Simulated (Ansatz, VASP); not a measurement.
## B3P3H4 (armchair BP ribbon N=3 H edges): VASP beside Ansatz

One calculation is typed for both programs; each brings its own data sets. How far apart do they land? The cell is taken from a series of runs on this material, whose earlier steps may have relaxed, scaled, displaced or heated it; both programs get it as it stands.

Main program and level: Ansatz 0.2.0; plane waves, with VASP 6.6.1 beside it; single point at HSE06.

## 1. The structure

The cell holds 10 atoms: 3 B, 3 P and 4 H. Cell: a = 12.612 Å, b = 7.000 Å, c = 5.630 Å, α = 90.0°, β = 90.0°, γ = 90.0°. Vacuum lies along a and b. The structure's axis is c.

## 2. Ansatz: single point, HSE06

Ansatz runs on its default PAW (the set named soft_2) files.

A single point gives forces, pressure and levels at one fixed geometry, so differences don't come from the geometry; what else differs is listed under the comparison.

Contents of input.yaml:

```yaml
crystal:
  lattice:
    - [12.612, 0.0, 0.0]
    - [0.0, 7.0, 0.0]
    - [0.0, 0.0, 5.6301685425]
  atoms:
    - { symbol: B, position: [0.372950339, 0.5, 0.002074094] }
    - { symbol: B, position: [0.627049661, 0.5, 0.002074094] }
    - { symbol: P, position: [0.378201774, 0.5, 0.325529577] }
    - { symbol: P, position: [0.621798226, 0.5, 0.325529577] }
    - { symbol: H, position: [0.281443388, 0.5, 0.450928775] }
    - { symbol: H, position: [0.718556612, 0.5, 0.450928775] }
    - { symbol: B, position: [0.5, 0.5, 0.505634697] }
    - { symbol: P, position: [0.5, 0.5, 0.83938685] }
    - { symbol: H, position: [0.289123107, 0.5, 0.902899432] }
    - { symbol: H, position: [0.710876893, 0.5, 0.902899432] }
kpoints:
  mp_grid: { grid: [1, 1, 6] }
scf:
  occupations: { method: fermi_dirac, width: 0.05 }
hamiltonian:
  xc: hse06
```

Run with:

```bash
ansatz run input.yaml --threads 4 --pin off --max-ram 16384MiB --backend cpu --events-out ev --progress --plain --runs-dir out
```

Numbers of over 12 decimals in the logs are rounded to 6 here.

Output:

```text
exact exchange: scf.exx.singularity resolves to wigner_seitz, which cuts the screened interaction at the faces of the exchange supercell's Wigner-Seitz cell, so that each pair interacts once, at the shortest of its separations (the periodic images that this leaves out come, for a point-like exchange hole, to about 0.041 eV on a filled level). The cut falls within the interaction's reach, and what an exchange supercel [...]
Engine: ansatz 0.2.0, aarch64-unknown-linux-gnu
Pseudopotentials: kind: paw
Pseudopotential: B, paw, valence charge 3, recommended cutoff 420 eV (normal), B.paw.azcp
Pseudopotential: P, paw, valence charge 5, recommended cutoff 420 eV (normal), P.paw.azcp
Pseudopotential: H, paw, valence charge 1, recommended cutoff 420 eV (normal), H.paw.azcp
Functional definition: HSE06
  parameter a = 0.25
  parameter omega = 0.11/bohr
  exchange = pbe_x - a*pbe_x_sr(omega) + a*exact_x_sr(omega)
  correlation = pbe_c
Crystal: 10 atoms, lattice volume = 497.054 Å³
Basis set: ecut = 420 eV, 9691 PW (Γ)
Bands: 24, of which v1, the nominal top of the filled ones, is band 14 counted from 1 (13 counted from 0)
Symmetry: 4 space group operations
Space group: Pmm2 (ITA 25), of the structure as read, at distance tolerance 7.9e-5 Å
k-points: 4 of 6 (time reversal used)
Non-local potential: B, projectors of the file, l = 0: 2, l = 1: 2, l = 2: 1
Non-local potential: P, projectors of the file, l = 0: 2, l = 1: 2, l = 2: 2
Non-local potential: H, projectors of the file, l = 0: 2, l = 1: 1
PAW form: soft (Blöchl's): semilocal exchange-correlation on the pseudo side does not see the compensation charge
PAW frozen core: B, regenerated for the run's functional, and the local potential with it (the file was generated under x = pbe(κ = 0.804, μ = 0.219515), c = pbe(β = 0.066725))
PAW frozen core: P, regenerated for the run's functional, and the local potential with it (the file was generated under x = pbe(κ = 0.804, μ = 0.219515), c = pbe(β = 0.066725))
PAW one-centre angular grid: B, 110 points (default); XC on 64 Gauss nodes
PAW one-centre angular grid: P, 110 points (default); XC on 64 Gauss nodes
PAW one-centre angular grid: H, 110 points (default); XC on 64 Gauss nodes
Initial density: superposition of atomic densities (neutral atoms: chi_scale 0, normalization atom), corrected by the library's trained network
Initial wavefunctions: pseudopotential atomic-orbital guess
Functional: x = pbe(κ = 0.804, μ = 0.219515), c = pbe(β = 0.066725), warm-up for x = pbe(κ = 0.804, μ = 0.219515) + 0.25 (exact − pbe) at short range (hse, ω = 0.207870 Å⁻¹), c = pbe(β = 0.066725); HSE06 as pw.x's `hse` composes it (authors' and Libxc's form: `xc: wpbeh`)
SCF iter   1: F=—  HF=-2797.720412 eV  |F-HF|=—  |Δ(HF+E_count)|=         —  Δρ=1.48e-3  dr2=2.22e-2  ethr=1.77e-3  ⟨swp⟩=11.2  Hψ=596  notcnv=0
preconditioner: auto → none  [insulator: Δε(μ)=1.464 eV  Ē_g=9.968 eV  σ=0.050 eV  W_gap=1.00  n_scr=38 (ndim 8)  ℏωp=8.8 eV  f_vac=0.630  D(μ)=0.00/eV (n_scr^D=0)]
SCF iter   2: F=—  HF=-2797.732633 eV  |F-HF|=—  |Δ(HF+E_count)|=   1.22e-2  Δρ=8.08e-4  dr2=5.93e-3  ethr=7.94e-5  ⟨swp⟩=4.5  Hψ=278  notcnv=0  defer=3
SCF iter   3: F=—  HF=-2797.735104 eV  |F-HF|=—  |Δ(HF+E_count)|=   2.47e-3  Δρ=3.68e-4  dr2=1.12e-3  ethr=2.12e-5  ⟨swp⟩=3.5  Hψ=218  notcnv=0  defer=1
SCF iter   4: F=-2797.736731 eV  HF=-2797.736402 eV  |F-HF|=3.28e-4  |Δ(HF+E_count)|=   1.30e-3  Δρ=1.22e-4  dr2=1.43e-4  ethr=4.00e-6  ⟨swp⟩=3.5  Hψ=199  notcnv=0
SCF 1 stopped early in 4 iterations: F = -2797.736731 eV  dr2 = 1.43e-4
  greatest PAW one-centre occupation: 0.774 electrons in one spin orbital (limit 2), on the P atom at site 7 (counted from 0), in its partial waves of l = 0
Initial density: handed on by an earlier stage of this run
Initial wavefunctions: those handed on with the density
Functional: x = pbe(κ = 0.804, μ = 0.219515) + 0.25 (exact − pbe) at short range (hse, ω = 0.207870 Å⁻¹), c = pbe(β = 0.066725); HSE06 as pw.x's `hse` composes it (authors' and Libxc's form: `xc: wpbeh`)
Exchange kernel: α = 0.2500, screened, ω = 0.2079 Å⁻¹, Wigner–Seitz truncation, v(0) = 885.1182 eV·Å³, q-mesh 1×1×6, nearest image of the exchange supercell L = 7.00 Å, pair-density grid 60×30×25, without the augmentation charges, whose exchange is taken in its separable form by FFT convolution over the k-point mesh (sized by the pseudopotential files, 90×45×40 at the most)
Frozen-core exchange: fock
SCF iter   1: F=—  HF=-2799.558792 eV  |F-HF|=—  |Δ(HF+E_count)|=         —  Δρ=2.06e-3  dr2=2.20e-2  ethr=5.12e-6  ⟨swp⟩=12.2  Hψ=593  notcnv=0
preconditioner: auto → none  [insulator: Δε(μ)=2.041 eV  Ē_g=11.420 eV  σ=0.050 eV  W_gap=1.00  n_scr=38 (ndim 8)  ℏωp=8.8 eV  f_vac=0.625  D(μ)=0.00/eV (n_scr^D=0)]
SCF iter   2: F=—  HF=-2799.552250 eV  |F-HF|=—  |Δ(HF+E_count)|=   6.54e-3  Δρ=8.23e-4  dr2=3.39e-3  ethr=5.12e-6  ⟨swp⟩=4.0  Hψ=260  notcnv=0
SCF iter   3: F=—  HF=-2799.561336 eV  |F-HF|=—  |Δ(HF+E_count)|=   9.09e-3  Δρ=6.37e-4  dr2=1.63e-3  ethr=5.12e-6  ⟨swp⟩=4.0  Hψ=251  notcnv=0  defer=2
iter 4 solved again at ethr=2.73e-7 eV; its pass at ethr=5.12e-6 eV (dr2=7.65e-5 eV) is discarded
SCF iter   4: F=—  HF=-2799.560902 eV  |F-HF|=—  |Δ(HF+E_count)|=   4.34e-4  Δρ=1.62e-4  dr2=1.88e-4  ethr=2.73e-7  ⟨swp⟩=2.8  Hψ=324  notcnv=0
SCF iter   5: F=—  HF=-2799.561316 eV  |F-HF|=—  |Δ(HF+E_count)|=   4.14e-4  Δρ=1.23e-4  dr2=1.30e-4  ethr=2.73e-7  ⟨swp⟩=3.5  Hψ=207  notcnv=0  defer=1
SCF iter   6: F=-2799.561290 eV  HF=-2799.561296 eV  |F-HF|=5.82e-6  |Δ(HF+E_count)|=   1.95e-5  Δρ=3.90e-5  dr2=9.77e-6  ethr=2.73e-7  ⟨swp⟩=3.0  Hψ=194  notcnv=0
SCF 2 stopped early in 6 iterations: F = -2799.561290 eV  dr2 = 9.77e-6
  greatest PAW one-centre occupation: 0.770 electrons in one spin orbital (limit 2), on the P atom at site 7 (counted from 0), in its partial waves of l = 0
hybrid outer 1: dexx = +1.175e-2 eV, tail = 2.65e-5 eV
Exchange kernel: α = 0.2500, screened, ω = 0.2079 Å⁻¹, Wigner–Seitz truncation, v(0) = 885.1182 eV·Å³, q-mesh 1×1×6, nearest image of the exchange supercell L = 7.00 Å, pair-density grid 60×30×25, without the augmentation charges, whose exchange is taken in its separable form by FFT convolution over the k-point mesh (sized by the pseudopotential files, 90×45×40 at the most)
Frozen-core exchange: fock
SCF iter   1: F=—  HF=-2799.561343 eV  |F-HF|=—  |Δ(HF+E_count)|=         —  Δρ=1.49e-5  dr2=1.65e-6  ethr=4.73e-7  ⟨swp⟩=8.8  Hψ=343  notcnv=0
preconditioner: auto → none  [insulator: Δε(μ)=2.042 eV  Ē_g=11.468 eV  σ=0.050 eV  W_gap=1.00  n_scr=38 (ndim 8)  ℏωp=8.8 eV  f_vac=0.626  D(μ)=0.00/eV (n_scr^D=0)]
SCF iter   2: F=—  HF=-2799.561343 eV  |F-HF|=—  |Δ(HF+E_count)|=   1.54e-7  Δρ=8.19e-6  dr2=3.97e-7  ethr=5.26e-9  ⟨swp⟩=3.8  Hψ=205  notcnv=0  defer=2
SCF iter   3: F=-2799.561343 eV  HF=-2799.561343 eV  |F-HF|=6.89e-8  |Δ(HF+E_count)|=   5.56e-8  Δρ=3.36e-6  dr2=9.96e-8  ethr=1.38e-9  ⟨swp⟩=4.0  Hψ=242  notcnv=0  defer=4
SCF 3 converged in 3 iterations: F = -2799.561343 eV  dr2 = 9.96e-8
hybrid outer 2: dexx = +5.217e-7 eV, tail = 2.06e-7 eV, Δε = 1.41e-3 eV (about 1.70e-4 eV left of the loop's levels)
hybrid SCF converged: 2 outer / 9 inner (+4 warm-up), last move |dexx| = 5.22e-7 eV, tail = 2.06e-7 eV
Stability not checked: this state was not tested for a lower state beside it, because the functional holds exact exchange (a hybrid, or Hartree-Fock), whose exchange loop this test does not read (fock_operator; see scf.lower_state_search)
Free energy (F): -2799.561343 eV
Frozen-core exchange: fock
Harris-Foulkes:  -2799.561343 eV  (|F-HF|=6.89e-8)
Internal energy: -2799.561343 eV  (E = F + TS)
E sigma→0 (E₀):  -2799.561343 eV
Fermi energy:    -2.280129 eV
--- Per-component energies (eV) ---
  E_band       = -269.527844
  E_kinetic    = 406.408517
  E_local      = -2607.948631  (includes V_loc(G=0)·N_el)
  E_nonlocal   = 142.851375
  E_hartree    = 1095.124585
  E_xc         = -255.494529
  E_vxc        = -273.597334  (∫ρ·V_xc dr)
  E_exx        = -47.108113  (= α·E_x^exact, valence–valence)
  E_paw        = -1958.693602  (= ΣΔE_a)
  E_vpaw       = -33.270189  (= ΣTr[D̂ρ^β])
  E_aug_tail   = -0.004992  (compensation charges beyond the density's cutoff)
  E_ewald      = 425.568674
  E_core_change = -0.264626  (= ΣΔE_core)
  E_smearing   = -0.000000  (= −TS)
  E_closure    = -0.000000  (closes the sum)
  Σ components = -2799.561343   (vs F -2799.561343, Δ=0.00e0)
--- Band table (eV) ---
  k-point 0: bands = [... 10 lower, -6.2607, -6.1672, -4.4218, -3.3015, -1.2588]
  k-point 1: bands = [... 10 lower, -6.3943, -6.2864, -4.3859, -3.8734, -0.6233]
  k-point 2: bands = [... 10 lower, -6.6880, -6.2759, -4.7860, -4.3098, -0.1253]
  k-point 3: bands = [... 10 lower, -6.8946, -5.8525, -5.4169, -4.2693, -0.2935]
  guard bands above this table: 9 of the run's 24 bands. The solve was not asked for them (output.publish_guard_bands: true or output.eigenvalues: true publishes all)
```

## 3. VASP: single point, HSE06

The same cell, functional, mesh and smearing now go to VASP, with its own data sets.

Lines of VASP's logs that name or quote its potential files are left out, and so is its time.

The run reads the wave functions of an earlier VASP run, which isn't shown here.

Contents of INCAR:

```
SYSTEM = B3P3H4
PREC = Accurate
ENCUT = 420
EDIFF = 1E-06
NELM = 100
ISMEAR = -1
SIGMA = 0.05
LREAL = .FALSE.
ALGO = Normal
LHFCALC = .TRUE.
AEXX = 0.25
GGA = PE
HFSCREEN = 0.208
LASPH = .TRUE.
NBANDS = 24
PRECFOCK = Fast
LORBIT = 11
LWAVE = .FALSE.
LCHARG = .FALSE.
ISIF = 2
```

Contents of POSCAR:

```
B3P3H4
1.0
   12.6120000000      0.0000000000      0.0000000000
    0.0000000000      7.0000000000      0.0000000000
    0.0000000000      0.0000000000      5.6301685425
B P H
3 3 4
Direct
    0.3729503390      0.5000000000      0.0020740940
    0.6270496610      0.5000000000      0.0020740940
    0.5000000000      0.5000000000      0.5056346970
    0.3782017740      0.5000000000      0.3255295770
    0.6217982260      0.5000000000      0.3255295770
    0.5000000000      0.5000000000      0.8393868500
    0.2814433880      0.5000000000      0.4509287750
    0.7185566120      0.5000000000      0.4509287750
    0.2891231070      0.5000000000      0.9028994320
    0.7108768930      0.5000000000      0.9028994320
```

Contents of KPOINTS:

```
Automatic mesh
0
Gamma
1 1 6
0 0 0
```

Potentials, in the order of the species: B, P and H (PBE family, release 64).

Run with:

```bash
export OMP_NUM_THREADS=3
mpirun -np 1 vasp_std
```

Output:

```text
[banner, memory and clock lines left out]
running    1 mpi-ranks, on    1 nodes
 distrk:  each k-point on    1 cores,    1 groups
 distr:  one band on    1 cores,    1 groups
 Offloading initialized ...    1 GPUs detected
 POSCAR found type information on POSCAR B P H
 POSCAR found :  3 types and      10 ions
 LDA part: xc-table for (Slater+PW92), standard interpolation
 found WAVECAR, reading the header
 POSCAR, INCAR and KPOINTS ok, starting setup
 FFT: planning ... GRIDC
 FFT: planning ... GRID_SOFT
 FFT: planning ... GRID
 reading WAVECAR
 the WAVECAR file was read successfully
 initial charge from wavefunction
 entering main loop
       N       E                     dE             d eps       ncg     rms          rms(c)
DAV:   1    -0.567910081637E+02   -0.56791E+02   -0.80552E-01   240   0.484E+00    0.272E+00
DAV:   2    -0.567976882474E+02   -0.66801E-02   -0.40864E-02   272   0.960E-01    0.202E+00
DAV:   3    -0.567955473076E+02    0.21409E-02   -0.53807E-03   264   0.336E-01    0.125E+00
DAV:   4    -0.567951423974E+02    0.40491E-03   -0.13731E-03   264   0.154E-01    0.746E-01
DAV:   5    -0.567949498034E+02    0.19259E-03   -0.11320E-04   304   0.504E-02    0.430E-01
DAV:   6    -0.567948599125E+02    0.89891E-04   -0.48625E-05   264   0.340E-02    0.238E-01
DAV:   7    -0.567948382657E+02    0.21647E-04   -0.24029E-05   272   0.227E-02    0.127E-01
DAV:   8    -0.567948414040E+02   -0.31383E-05   -0.48285E-06   232   0.109E-02    0.703E-02
DAV:   9    -0.567948557427E+02   -0.14339E-04   -0.21544E-06   168   0.738E-03    0.403E-02
DAV:  10    -0.567948765203E+02   -0.20778E-04   -0.16066E-06   184   0.630E-03    0.218E-02
DAV:  11    -0.567948979805E+02   -0.21460E-04   -0.79143E-07   152   0.461E-03    0.119E-02
DAV:  12    -0.567949192633E+02   -0.21283E-04   -0.62724E-07   176   0.393E-03    0.655E-03
DAV:  13    -0.567949372993E+02   -0.18036E-04   -0.38513E-07   176   0.310E-03    0.376E-03
DAV:  14    -0.567949525011E+02   -0.15202E-04   -0.29041E-07   168   0.259E-03    0.247E-03
[...]
DAV:  27    -0.567950512175E+02   -0.25995E-05   -0.19137E-08   168   0.632E-04    0.541E-04
DAV:  28    -0.567950534846E+02   -0.22671E-05   -0.15967E-08   176   0.575E-04    0.489E-04
DAV:  29    -0.567950554563E+02   -0.19716E-05   -0.13273E-08   168   0.521E-04    0.442E-04
DAV:  30    -0.567950571638E+02   -0.17075E-05   -0.11053E-08   168   0.470E-04    0.400E-04
DAV:  31    -0.567950586327E+02   -0.14689E-05   -0.92682E-09   176   0.425E-04    0.362E-04
DAV:  32    -0.567950598858E+02   -0.12531E-05   -0.77736E-09   168   0.384E-04    0.328E-04
DAV:  33    -0.567950609490E+02   -0.10632E-05   -0.65643E-09   168   0.347E-04    0.297E-04
DAV:  34    -0.567950618489E+02   -0.89990E-06   -0.55611E-09   176   0.314E-04
   1 F= -.56795062E+02 E0= -.56795062E+02  d E =-.949845E-09
```

From OUTCAR (step 3):

```text
ion  position               nearest neighbor table
   1  0.373  0.500  0.002-   9 1.20   4 1.82   6 1.85
   2  0.627  0.500  0.002-  10 1.20   5 1.82   6 1.85
   3  0.500  0.500  0.506-   4 1.84   5 1.84   6 1.88
   4  0.378  0.500  0.326-   7 1.41   1 1.82   3 1.84
   5  0.622  0.500  0.326-   8 1.41   2 1.82   3 1.84
   6  0.500  0.500  0.839-   1 1.85   2 1.85   3 1.88
   7  0.281  0.500  0.451-   4 1.41
   8  0.719  0.500  0.451-   5 1.41
   9  0.289  0.500  0.903-   1 1.20
  10  0.711  0.500  0.903-   2 1.20

  LATTYP: Found a simple orthorhombic cell.
 ALAT       =     5.6301685425
 B/A-ratio  =     1.2433020339
 C/A-ratio  =     2.2400750359

 Subroutine GETGRP returns: Found  4 space group operations
 (whereof  4 operations were pure point group operations)

The static configuration has the point symmetry C_2v.

 Found      4 irreducible k-points:

   k-points           NKPTS =      4   k-points in BZ     NKDIM =      6   number of bands    NBANDS=     24

   dimension x,y,z NGX =    84 NGY =   48 NGZ =   40
   dimension x,y,z NGXF=   168 NGYF=   96 NGZF=   80

   ENCUT  =  420.0 eV  30.87 Ry    5.56 a.u.  21.07 11.70  9.41*2*pi/ulx,y,z

   NELECT =      28.0000    total number of electrons

 k-points in reciprocal lattice and weights: Automatic mesh
   0.00000000  0.00000000  0.00000000       0.167
   0.00000000  0.00000000  0.16666667       0.333
   0.00000000  0.00000000  0.33333333       0.333
   0.00000000  0.00000000  0.50000000       0.167

  exchange ACFDT corr.  =         0.00000000  see jH, gK, PRB 81, 115126

 average (electrostatic) potential at core
       1 -32.1381       2 -32.1381       3 -32.6234       4 -87.8526       5 -87.8526
       6 -87.6125       7 -36.8774       8 -36.8774       9 -35.1296      10 -35.1296

 E-fermi :  -2.5751

 k-point     1 :       0.0000    0.0000    0.0000
  band No.  band energies     occupation
    ...
     10      -7.0607      2.00000
     11      -6.5411      2.00000
     12      -6.4461      2.00000
     13      -4.7218      2.00000
     14      -3.5975      2.00000
     15      -1.5536      0.00000
     16       0.1663      0.00000
     17       0.6657      0.00000
     18       1.1043      0.00000
     19       1.7081      0.00000
    ...

 k-point     2 :       0.0000    0.0000    0.1667
  band No.  band energies     occupation
    ...
     10      -6.9385      2.00000
     11      -6.6748      2.00000
     12      -6.5654      2.00000
     13      -4.6860      2.00000
     14      -4.1690      2.00000
     15      -0.9183      0.00000
     16      -0.0450      0.00000
     17       0.7009      0.00000
     18       1.1726      0.00000
     19       1.8212      0.00000
    ...

 k-point     3 :       0.0000    0.0000    0.3333
  band No.  band energies     occupation
    ...
     10      -7.0984      2.00000
     11      -6.9683      2.00000
     12      -6.5805      2.00000
     13      -5.0850      2.00000
     14      -4.6100      2.00000
     15      -0.4158      0.00000
     16       0.1617      0.00000
     17       0.7255      0.00000
     18       1.4217      0.00000
     19       1.5949      0.00000
    ...

  Total       -2.0845826      0.3983122     -1.8872700      0.0000000      0.0000000      0.0000000
  in kB       -6.7193351      1.2838988     -6.0833279      0.0000000      0.0000000      0.0000000
  external PRESSURE =      -3.8395881 kB  Pullay stress =       0.0000000 kB

  energy-cutoff  :      420.00
  volume of cell :      497.05
      direct lattice vectors                 reciprocal lattice vectors
    12.612000000  0.000000000  0.000000000     0.079289565  0.000000000  0.000000000
     0.000000000  7.000000000  0.000000000     0.000000000  0.142857143  0.000000000
     0.000000000  0.000000000  5.630168542     0.000000000  0.000000000  0.177614576

 POSITION                                       TOTAL-FORCE (eV/Angst)
 -----------------------------------------------------------------------------------
      4.70365      3.50000      0.01168         0.075540      0.000000      0.028342
      7.90835      3.50000      0.01168        -0.075540      0.000000      0.028342
      6.30600      3.50000      2.84681         0.000000      0.000000     -0.090525
      4.76988      3.50000      1.83279        -0.123709     -0.000000      0.112624
      7.84212      3.50000      1.83279         0.123709     -0.000000      0.112624
      6.30600      3.50000      4.72589         0.000000      0.000000      0.000630
      3.54956      3.50000      2.53881         0.251393      0.000000     -0.151280
      9.06244      3.50000      2.53881        -0.251393      0.000000     -0.151280
      3.64642      3.50000      5.08348         0.128076      0.000000      0.055262
      8.96558      3.50000      5.08348        -0.128076      0.000000      0.055262
 -----------------------------------------------------------------------------------
    total drift:                                0.000000      0.000000     -0.018788

  FREE ENERGIE OF THE ION-ELECTRON SYSTEM (eV)
  ---------------------------------------------------
  free  energy   TOTEN  =       -56.7950618489 eV

  energy  without entropy=      -56.7950618479  energy(sigma->0) =      -56.79506185

 total charge
# of ion       s       p       d       tot
------------------------------------------
    1        0.719   1.239   0.000   1.958
    2        0.719   1.239   0.000   1.958
    3        0.702   1.228   0.000   1.930
    4        0.984   1.654   0.000   2.638
    5        0.984   1.654   0.000   2.638
    6        0.985   1.651   0.000   2.635
    7        0.565   0.024   0.000   0.590
    8        0.565   0.024   0.000   0.590
    9        0.609   0.021   0.000   0.631
   10        0.609   0.021   0.000   0.631
--------------------------------------------------
tot          7.441   8.756   0.000  16.196

[... 1 further part left out ...]
```

## 4. Side by side

Known differences besides the potentials themselves: exact exchange at q = 0 is treated differently, which shows on coarse meshes; VASP keeps PBE cores, Ansatz makes them for the functional; VASP takes a coarser grid for exact exchange (PRECFOCK = Fast). Total energies have different zeros and are not compared.

Compared:

```
              quantity  Ansatz   VASP  difference
gap on the k mesh (eV)   2.043  2.044      -0.001
```

A gap on the mesh is an upper bound, since the band edges may lie between its points.

## 5. What came out

| Item | Value |
| --- | --- |
| difference in gap on the k mesh (single point, HSE06) | -0.0012 eV |

The difference in gap on the k mesh is -0.0012 eV (single point, HSE06), within the 0.08 eV picked in this series as the mark of a large difference. Such differences can come from data sets, numerical settings and the points named under the comparisons, not from the functional's error against experiment.

[Lines on the potential files, build, host, timing and source positions are cut from VASP's logs without a mark.]

[Logs are printed without paths, hosts, clocks, repeated set-up lines and the standing remarks that a program may print on its own settings, such as how far it seeks lower states.]

[Hosts, paths, dates, database ids (printed as entryN), source tags and the programs' standing remarks are cut or masked in the printed files.]
